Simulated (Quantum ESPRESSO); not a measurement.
## MoSe2 under changes of volume

One of the cells (20.129 Å³/atom); the others are scaled copies at fixed shape and fractional positions:

```xyz
6
Lattice="3.2880 0.0000 0.0000 -1.6440 2.8475 0.0000 0.0000 0.0000 12.9000" Properties=species:S:1:pos:R:3 pbc="T T T"
Mo    1.6440    0.9492    9.6750
Mo    0.0000    1.8983    3.2250
Se    1.6440    0.9492    4.8375
Se    0.0000    1.8983   11.2875
Se    1.6440    0.9492    1.6125
Se    0.0000    1.8983    8.0625
```

| Property | Result |
| --- | --- |
| Program | Quantum ESPRESSO 7.5 |
| Functional | PBE |
| Potentials or basis | PseudoDojo 0.5 SR PBE standard |
| Cutoff | 1170 eV |
| Density cutoff | 4680 eV |
| k mesh | 6 × 6 × 1 |
| Occupations | fermi-dirac, width 0.05 eV |
| Spin | no spin polarisation |

```csv
volume (Å³/atom),energy over the lowest point (meV/atom),pressure (GPa),gap on the mesh (eV),largest force (eV/Å)
18.922,133.18,19.0,0.84,2.285
19.324,90.36,15.1,0.86,1.861
19.727,56.94,11.5,0.87,1.468
20.129,?,?,?,?
20.532,14.67,5.5,0.88,0.767
20.935,4.23,2.9,0.88,0.453
21.337,0.00,0.5,0.87,0.163
```

What does the run at 20.129 Å³/atom give?

Energy over the lowest point 31.98 meV/atom; pressure 8.4 GPa; gap on the mesh 0.88 eV; largest force 1.104 eV/Å.

Worked out: A Birch-Murnaghan fit of order 3 (a polynomial in V^(-2/3)) to the other rows has its minimum at 21.44 Å³/atom, just outside them, with B0 = V·E''(V) = 115 GPa and B' = 4.5 at fixed shape and positions, which overstates the stiffness. It gives 32.01 meV/atom at 20.129 Å³/atom, against the run's 31.98, and -dE/dV = 8.4 GPa, against 8.4. A parabola through the other rows of the gap, of slope 0.233 eV per unit of ln V there, gives 0.88 eV, against the run's 0.88.

Energies are extrapolated to zero smearing.

Caveats: all runs use coarse meshes; an odd mesh through Γ misses points on the zone boundary, where band edges often lie; the cell's inner coordinates are idealised or old, which leaves forces on the atoms; this functional lacks dispersion, which binds the layers, so the pressure and a relaxed spacing across them are unreliable. Spin-orbit coupling on Mo, Se is left out.
